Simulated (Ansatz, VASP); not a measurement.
LiF in VASP and in Ansatz

```
CELL_PARAMETERS angstrom
0.00000 2.07442 2.01400
2.07442 0.00000 2.01400
2.07442 2.07442 0.00000
ATOMIC_POSITIONS crystal
Li 0.00000 0.00000 0.00000
F 0.50000 0.50000 0.50000
```

Change from the starting cell: strain +0.0300 x Voigt [1, 1, 0, 0, 0, 0], atoms carried along.

Alike in both runs: task single point; functional PBE; k mesh 10 × 10 × 10; occupations gaussian, width 0.05 eV; no spin polarisation.

|  | VASP | Ansatz |
| --- | --- | --- |
| version | VASP 6.6.1 | Ansatz 0.2.0 |
| potentials or method | VASP PAW PBE potentials, release 64 (Li_sv, F) | scalar-relativistic, plane waves, PAW |
| plane-wave cutoff (eV) | 520 | 420 |
| valence electrons in the cell | 10 | 10 |

|  | VASP | Ansatz | Ansatz less VASP |
| --- | --- | --- | --- |
| gap on the k mesh at the Fermi level (eV) | 8.56 | 8.56 | +0.001 |
| least direct gap on the mesh (eV) | 8.56 | 8.56 | +0.001 |

 A k mesh can miss the band edges.
